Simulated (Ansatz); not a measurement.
## BP under changes of volume

One of the cells (11.682 Å³/atom); the others are scaled copies at fixed shape and fractional positions:

```
P B
1.0
     0.00000    2.26900    2.26900
     2.26900    0.00000    2.26900
     2.26900    2.26900    0.00000
P B
1 1
Direct
  0.75000 0.75000 0.75000
  0.00000 0.00000 0.00000
```

| Item | Value |
| --- | --- |
| Program | Ansatz 0.2.0 |
| Functional | revPBE |
| Dispersion | D3(BJ) |
| Potentials or basis | Ansatz PAW |
| Cutoff | 420 eV (not typed: the program's choice for these potentials) |
| k mesh | 10 × 10 × 10 |
| Occupations | fermi-dirac, width 0.05 eV |
| Spin | no spin polarisation |

```tsv
volume (Å³/atom)	energy over the lowest point (meV/atom)	pressure (GPa)	gap on the mesh (eV)
10.981	4.16	4.8	1.17
11.214	0.00	0.9	1.20
11.448	1.27	-2.6	1.23
11.682	7.43	-5.8	1.26
11.915	18.07	-8.7	1.29
12.149	32.71	-11.3	1.31
12.383	?	?	?
```

Problem. What does the run at 12.383 Å³/atom give?

Solution. Energy over the lowest point 51.00 meV/atom; pressure -13.7 GPa; gap on the mesh 1.34 eV.

Worked out: A Birch-Murnaghan fit of order 3 (a polynomial in V^(-2/3)) to the other rows has its minimum at 11.27 Å³/atom with B0 = V·E''(V) = 175 GPa and B' = 3.9. It gives 51.03 meV/atom at 12.383 Å³/atom, against the run's 51.00, and -dE/dV = -13.7 GPa, against -13.7. A straight line through the other rows of the gap, of slope 1.41 eV per unit of ln V, extrapolates to 1.34 eV, against the run's 1.34.

Energies are extrapolated to zero smearing.

Caveats: the PAW data sets come from PBE, with cores solved anew for the run's functional, which leaves a small shift of forces and pressure.

A mesh can miss the band edges.
